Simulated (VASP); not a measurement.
Set up this calculation in VASP 6.6.1, as the native input.

```yaml
Task: band structure
Functional: PBE
Potentials_or_basis: VASP PAW PBE potentials, release 64 (Al)
Cutoff: 520 eV
k_mesh: 11 × 11 × 11
Occupations: fermi-dirac, width 0.05 eV
Spin: no spin polarisation
Further_INCAR_settings: ALGO = Normal; EDIFF = 1e-07
```

The structure of Al lies in POSCAR:

```
Al
1.0
    0.0000000000      2.0248050000      2.0248050000
    2.0248050000      0.0000000000      2.0248050000
    2.0248050000      2.0248050000      0.0000000000
Al
1
Direct
    0.0000000000      0.0000000000      0.0000000000
```

The input as run:

INCAR

```
SYSTEM = Al
PREC = Accurate
ENCUT = 520
EDIFF = 1E-7
ISMEAR = -1
SIGMA = 0.05
LREAL = .False.
LASPH = .True.
NELM = 60
ALGO = Normal
ISIF = 2
LWAVE = .False.
LCHARG = .False.
GGA = PE
```

KPOINTS

```
Automatic mesh
0
Gamma
  11 11 11
  0 0 0
```

KPOINTS_OPT

```
path GXWKGLUWLK,UX
20
line-mode
reciprocal
 0.0000000000  0.0000000000  0.0000000000  G
 0.5000000000  0.0000000000  0.5000000000  X

 0.5000000000  0.0000000000  0.5000000000  X
 0.5000000000  0.2500000000  0.7500000000  W

 0.5000000000  0.2500000000  0.7500000000  W
 0.3750000000  0.3750000000  0.7500000000  K

 0.3750000000  0.3750000000  0.7500000000  K
 0.0000000000  0.0000000000  0.0000000000  G

 0.0000000000  0.0000000000  0.0000000000  G
 0.5000000000  0.5000000000  0.5000000000  L

 0.5000000000  0.5000000000  0.5000000000  L
 0.6250000000  0.2500000000  0.6250000000  U

 0.6250000000  0.2500000000  0.6250000000  U
 0.5000000000  0.2500000000  0.7500000000  W

 0.5000000000  0.2500000000  0.7500000000  W
 0.5000000000  0.5000000000  0.5000000000  L

 0.5000000000  0.5000000000  0.5000000000  L
 0.3750000000  0.3750000000  0.7500000000  K

 0.6250000000  0.2500000000  0.6250000000  U
 0.5000000000  0.0000000000  0.5000000000  X
```

Potentials or basis: VASP PAW PBE potentials, release 64 (Al).

Launch:

```sh
$ cat potpaw_PBE.64/Al/POTCAR > POTCAR
$ mpirun -np 1 vasp_std > vasp.out
```

Results of the run:

```json
{
 "Pressure": "-0.5 GPa",
 "Band gap along the path": "none (metal or under the smearing width)"
}
```

Wall time 6.9 s on 1 thread of Intel(R) Xeon(R) Platinum 8488C (Sapphire Rapids), on a shared host, peak memory 0.13 GiB.
